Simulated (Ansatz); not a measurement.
Runs of Ansatz 0.2.0 on Tc. Symmetry: P6_3/mmc, No. 194, hexagonal system. The conventional cell has a = 2.740 Å, b = 2.740 Å, c = 4.398 Å, α = 90.00°, β = 90.00°, γ = 120.00°. Tc (site symmetry -6m2) has 12 Tc at 2.71 to 2.74 Å as nearest neighbours. 

```csv
task,level,potentials or basis,smearing,gap on the mesh (eV),pressure (GPa)
density of states,r2SCAN,Ansatz PAW earlier set,tetrahedron,none,-2.1
single point,LDA,Ansatz PAW earlier set,gaussian 0.05 eV,none,(a)
single point,PBE,Ansatz PAW earlier set,fermi-dirac 0.05 eV,none,2.9
single point,PBE,Ansatz PAW earlier set,gaussian 0.1 eV,none,2.9
```

Alike in all rows: no spin polarisation; cell as given; k mesh 11 × 11 × 6; cutoff (eV) 500.

Problem. Estimate the missing entries.

Solution. (a) -11.9.

Caveats: the PAW data sets come from PBE, with cores solved anew for the run's functional, which leaves a small shift of forces and pressure (some runs).

A k mesh can miss the band edges, and the runs leave out spin-orbit coupling on Tc.

A gap of «none» marks a metal or a gap under the smearing width.

Not every run made on this cell is shown here.
